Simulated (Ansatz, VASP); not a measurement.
## Zr3Si: VASP beside Ansatz

The input INCAR:

```
SYSTEM = Zr3Si
  PREC = Accurate
  ENCUT = 520
  EDIFF = 1E-7
  ISMEAR = 0
  SIGMA = 0.05
  LREAL = .False.
  LASPH = .True.
  NELM = 100
  ALGO = Normal
  ISIF = 2
  LWAVE = .False.
  LCHARG = .False.
  GGA = PS
  NBANDS = 28
```

KPOINTS

```
Automatic mesh
0
Gamma
  8 8 8
  0 0 0
```

The input POSCAR:

```
Zr3Si
1.0
    4.3133094298      0.0000000000      0.0000000000
    0.0000000000      4.3133094298      0.0000000000
    0.0000000000      0.0000000000      4.3133094298
Zr Si
3 1
Direct
    0.0000000000      0.5000000000      0.5000000000
    0.5000000000      0.5000000000      0.0000000000
    0.5000000000      0.0000000000      0.5000000000
    0.0000000000      0.0000000000      0.0000000000
```

Input for Ansatz:

```yaml
crystal:
  lattice:
    - [4.3133094298, 0.0, 0.0]
    - [0.0, 4.3133094298, 0.0]
    - [0.0, 0.0, 4.3133094298]
  atoms:
    - { symbol: Zr, position: [0.0, 0.5, 0.5] }
    - { symbol: Zr, position: [0.5, 0.5, 0.0] }
    - { symbol: Zr, position: [0.5, 0.0, 0.5] }
    - { symbol: Si, position: [0.0, 0.0, 0.0] }
basis:
  ecutwfc: 420
  ecutrho_ratio: 4
kpoints:
  mp_grid: { grid: [8, 8, 8] }
hamiltonian:
  xc: pbesol
scf:
  occupations: { method: gaussian, width: 0.05 }
output:
  forces: true
  stress: true
  eigenvalues: true
```

Alike in both runs: task single point; functional PBEsol; k mesh 8 × 8 × 8; occupations gaussian, width 0.05 eV; no spin polarisation.

```csv
,VASP,Ansatz
version,VASP 6.6.1,Ansatz 0.2.0
potentials or method,"VASP PAW PBE potentials, release 64 (Zr_sv, Si)","scalar-relativistic, plane waves, PAW"
plane-wave cutoff (eV),520,420
valence electrons in the cell,40,40
```

|  | VASP | Ansatz | Ansatz less VASP |
| --- | --- | --- | --- |
| pressure (GPa) | -4.3 | -4.4 | -0.10 |

With one functional, cell and mesh, what is left measures potentials, basis and numerics.

Caveats: the PAW data sets were made with another functional, which shifts forces and pressure a little (VASP).
